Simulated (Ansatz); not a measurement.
# Zone-centre modes in Ti

All numbers below come from DFT PBEsol, scalar-relativistic, plane waves, PAW (Ansatz). Settings: plane waves to 420 eV, k-mesh 24×24×14 (Γ-centred), Gaussian smearing 0.15 eV. No spin polarisation.

The undisturbed cell (relaxed at this level):

```yaml
crystal:
  lattice:
    - [2.90044, 0.00000, 0.00000]
    - [-1.45022, 2.51185, 0.00000]
    - [0.00000, 0.00000, 4.59099]
  atoms:
    - { symbol: Ti, position: [0.33333, 0.66667, 0.25000] }
    - { symbol: Ti, position: [0.66667, 0.33333, 0.75000] }
```

Harmonic modes by finite displacements of 0.02 Å, without the LO–TO term.

Problem. At this geometry, is the structure stable against these modes?

Solution. Yes: no mode is imaginary beyond 10 cm⁻¹, and only the three translations lie near zero.

Problem. List the wavenumbers in cm⁻¹.

Solution. 0, 0, 0, 125, 125, 196.

Cost: 1 run of about 1.1 core-minutes, on AMD EPYC 9R45 (Zen 5) (shared hosts).